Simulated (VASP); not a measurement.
# HfSi3 (P1) in VASP: single point with r2SCAN

Aim: the single point of HfSi3 with r2SCAN.

All numbers are computed with VASP 6.6.1; they aren't measurements. Logs are shortened: lines on timing, memory, paths and dates and some standing lists are left out, and cuts for length are marked.

## 1. The structure

The typed cell holds 4 atoms: a = 3.861 Å, b = 3.812 Å, c = 5.273 Å, α = 68.74°, β = 67.69°, γ = 89.59°.

The cell was built by a generator and needn't be a form met in nature.

## 2. Single point, r2SCAN

Input file POSCAR:

```
HfSi3
1.0
    0.0137935400      3.8612813000     -0.0246206600
    3.8119698700      0.0137935400      0.0032763900
    1.9090687400      1.9661859800     -4.5053014200
Hf Si
1 3
Direct
    0.0523840000      0.9577620000      0.9851030000
    0.4146110000      0.4964600000      0.0670570000
    0.7402920000      0.3312150000      0.4602060000
    0.2489610000      0.7561100000      0.5152130000
```

Input file INCAR.step1:

```
PREC = Accurate
ENCUT = 520
ISMEAR = -5
SIGMA = 0.1
LREAL = False
LASPH = True
NELM = 100
LMAXMIX = 4
GGA = PE
ALGO = Normal
EDIFF = 1E-4
LWAVE = True
LCHARG = False
```

Input file INCAR.step2:

```
PREC = Accurate
ENCUT = 520
EDIFF = 1E-7
ISMEAR = -1
SIGMA = 0.1
LREAL = False
LASPH = True
NELM = 100
ALGO = Normal
ISIF = 2
LWAVE = False
LCHARG = False
LMAXMIX = 4
METAGGA = R2SCAN
LMIXTAU = True
LORBIT = 11
ISTART = 1
```

Input file KPOINTS:

```
Automatic mesh
0
Gamma
  5 5 4
  0.5 0 0
```

Potentials or basis: VASP PAW PBE potentials, release 64 (Hf_pv, Si).

Command:

```bash
$ cat potpaw_PBE.64/Hf_pv/POTCAR potpaw_PBE.64/Si/POTCAR > POTCAR
$ cp INCAR.step1 INCAR
$ mpirun -np 1 vasp_std > vasp.out
$ cp INCAR.step2 INCAR
$ mpirun -np 1 vasp_std > vasp.out
```

OUTCAR:

```text
PREC = Accurate
   ENCUT = 520
   EDIFF = 1E-7
   ISMEAR = -1
   LREAL = False
   LASPH = True
   NELM = 100
   ISIF = 2
   METAGGA = R2SCAN
   LORBIT = 11
   ISTART = 1

 ion  position               nearest neighbor table
   1  0.052  0.958  0.985-   2 2.26   3 2.62   4 2.69   2 2.74   2 2.84   3 2.89   4 3.00   4 3.02
                             4 3.15   3 3.17   2 3.20   3 3.28
   2  0.415  0.496  0.067-   1 2.26   3 2.54   3 2.70   1 2.74   4 2.74   4 2.83   1 2.84   4 3.03
                             1 3.20
   3  0.740  0.331  0.460-   4 2.49   2 2.54   1 2.62   2 2.70   4 2.72   4 2.77   1 2.89   4 2.94
                             1 3.17   1 3.28
   4  0.249  0.756  0.515-   3 2.49   1 2.69   3 2.72   2 2.74   3 2.77   2 2.83   3 2.94   1 3.00
                             1 3.02   2 3.03   1 3.15

  LATTYP: Found a triclinic cell.
 ALAT       =     3.8119962338
 B/A-ratio  =     1.4285083409
 C/A-ratio  =     1.3696515706
 COS(alpha) =     0.0001011270
 COS(beta)  =     0.3609490836
 COS(gamma) =     0.7051258221

  Lattice vectors:

 A1 = (  -3.8119698700,  -0.0137935400,  -0.0032763900)
 A2 = (  -3.8257634100,  -3.8750748400,   0.0213442700)
 A3 = (  -1.8952752000,   1.8950953200,   4.4806807600)

Analysis of symmetry for initial positions (statically):
=====================================================================
 Subroutine PRICEL returns:
 Original cell was already a primitive cell.

 Routine SETGRP: Setting up the symmetry group for a
 triclinic supercell.

 Subroutine GETGRP returns: Found  1 space group operations
 (whereof  1 operations were pure point group operations)
 out of a pool of  2 trial point group operations.

The static configuration has the point symmetry C_1 .

Analysis of symmetry for dynamics (positions and initial velocities):
=====================================================================
 Subroutine PRICEL returns:
 Original cell was already a primitive cell.

 Routine SETGRP: Setting up the symmetry group for a
 triclinic supercell.

 Subroutine GETGRP returns: Found  1 space group operations
 (whereof  1 operations were pure point group operations)
 out of a pool of  2 trial point group operations.

The dynamic configuration has the point symmetry C_1 .

 Subroutine INISYM returns: Found  1 space group operations
 (whereof  1 operations are pure point group operations),
 and found     1 'primitive' translations

----------------------------------------------------------------------------------------

[... 113 lines left out ...]
   IALGO  =     38    algorithm
   IMIX   =      4    mixing-type and parameters
     AMIX     =   0.40;   BMIX     =  1.00
     AMIX_MAG =   1.60;   BMIX_MAG =  1.00
  volume/ion in A,a.u.               =      16.54       111.61
  Fermi-wavevector in a.u.,A,eV,Ry     =   1.134224  2.143372 17.503393  1.286463
  Thomas-Fermi vector in A             =   2.270927
   LORBIT       =     11    0 simple, 1 ext, 2 COOP (PROOUT), +10 PAW based schemes
   METAGGA = R2SCAN    functional components
   LHFCALC =     F    Hartree Fock is set to
   AEXX    =    0.0000 exact exchange contribution
   IVDW    =     0    specifies the selected vdW correction
   LEPSILON=     F    determine dielectric tensor
   LRPA    =     F    only Hartree local field effects (RPA)
 non-spin polarized calculation
  energy-cutoff  :      520.00
  volume of cell :       66.15
 maximum number of plane-waves:      1795
 NGX is ok and might be reduce to    30

 number of electron      22.0000000 magnetization

 Free energy of the ion-electron system (eV)
  ---------------------------------------------------
  ext. energy  EPLUGINS =         0.00000000
  ---------------------------------------------------
  free energy    TOTEN  =       -70.27703107 eV

  energy without entropy =      -70.22365470  energy(sigma->0) =      -70.25034289

 E-fermi :   8.2567     XC(G=0): -11.8510

 val. band max:        8.2181238766   @ k =   0.5000   0.2000   0.2500
 cond. band min:       8.2719166070   @ k =   0.1000   0.0000   0.0000
 fundamental gap:      0.0537927304
 Fermi energy:         8.2567145330

 k-point     1 :       0.1000    0.0000    0.0000
  band No.  band energies     occupation
      1     -23.7584      2.00000
      2     -23.6438      2.00000
      3     -23.6047      2.00000
      4      -5.2396      2.00000
      5       1.2621      2.00000
      6       2.9360      2.00000
      7       3.2940      2.00000
      8       4.5426      2.00000
      9       4.9523      2.00000
     10       6.3434      2.00000
     11       7.4893      1.99907
     12       8.2719      0.92414
     13       9.0109      0.00106
     14      10.6150      0.00000
[... 401 lines left out ...]
      2     -23.6368      2.00000
      3     -23.6295      2.00000
      4      -3.5968      2.00000
      5      -0.6221      2.00000
      6       1.7238      2.00000
      7       3.7380      2.00000
      8       4.4304      2.00000
      9       4.5062      2.00000
     10       5.7745      2.00000
     11       8.1640      1.43287
     12       8.6572      0.03579
     13       9.3223      0.00005
     14      10.6852      0.00000
     15      11.4739      0.00000

 [... further k-points ...]
[... 5 lines left out ...]
  --------------------------------------------------------------------------------------
  -------------------------------------------------------------------------------------
  Total        3.5746783      1.7856389     -0.1116510     -5.1549915     -1.6306137      1.1486785
  in kB       86.5757710     43.2467061     -2.7040952   -124.8496581    -39.4921247     27.8200485
  external PRESSURE =      42.3727939 kB  Pullay stress =       0.0000000 kB

 VOLUME and BASIS-vectors are now :
 -----------------------------------------------------------------------------
  energy-cutoff  :      520.00
  volume of cell :       66.15
      direct lattice vectors                 reciprocal lattice vectors
     0.013793540  3.861281300 -0.024620660    -0.001036775  0.259704978  0.112900107
     3.811969870  0.013793540  0.003276390     0.262236966 -0.000228886  0.111019955
     1.909068740  1.966185980 -4.505301420     0.000196372 -0.001419407 -0.222496973

 POSITION                                       TOTAL-FORCE (eV/Angst)
 -----------------------------------------------------------------------------------
      5.53231      2.15238     -4.43634         4.414007     -3.654671      0.763277
      2.02623      1.73962     -0.31069        -3.744636      3.770762     -0.593823
      2.15136      3.76789     -2.09051        -0.796671     -0.216338     -0.988240
      3.86928      1.98474     -2.32484         0.127301      0.100248      0.818787
 -----------------------------------------------------------------------------------
    total drift:                               -0.000008     -0.000153      0.000153

  FREE ENERGIE OF THE ION-ELECTRON SYSTEM (eV)
  ---------------------------------------------------
  free  energy   TOTEN  =       -70.2770310708 eV

  energy  without entropy=      -70.2236546996  energy(sigma->0) =      -70.25034289

 total charge

# of ion       s       p       d       tot
------------------------------------------
    1        0.326   6.433   1.845   8.604
    2        0.821   0.897   0.000   1.717
    3        0.792   0.812   0.000   1.604
    4        0.798   0.790   0.000   1.588
--------------------------------------------------
tot          2.736   8.932   1.845  13.513
```

OUTCAR.step1:

```text
PREC = Accurate
   ENCUT = 520
   ISMEAR = -5
   LREAL = False
   LASPH = True
   NELM = 100
[... 672 lines left out ...]
      2.02623      1.73962     -0.31069        -3.669198      3.775504     -0.477968
      2.15136      3.76789     -2.09051        -0.897046     -0.176683     -1.080079
      3.86928      1.98474     -2.32484         0.154991      0.039950      0.763295
 -----------------------------------------------------------------------------------
    total drift:                               -0.000411     -0.000042     -0.000703

  FREE ENERGIE OF THE ION-ELECTRON SYSTEM (eV)
  ---------------------------------------------------
  free  energy   TOTEN  =       -25.3180543762 eV

  energy  without entropy=      -25.3180543762  energy(sigma->0) =      -25.31805438
```

It took 4.7 min on 1 thread of AMD EPYC 7R43 (Zen 3), shared host; peak memory 0.18 GiB.

What came out:

```yaml
Free_energy: -70.2770 eV
Pressure: 4.2 GPa
Largest_force: 5.781 eV/Å
Band_gap_on_the_k_mesh: none (metal or under the smearing width)
Valence_electrons_inside_the_program's_atomic_spheres: Hf 8.60; Si 1.72, 1.60, 1.59
```

Forces in eV/Å, atoms in the order of the input:
```
Hf   4.414 -3.655  0.763
Si  -3.745  3.771 -0.594
Si  -0.797 -0.216 -0.988
Si   0.127  0.100  0.819
```

Caveat: the PAW data sets were made with another functional, which shifts forces and pressure a little. Spin-orbit coupling is left out, which matters for the levels of Hf.
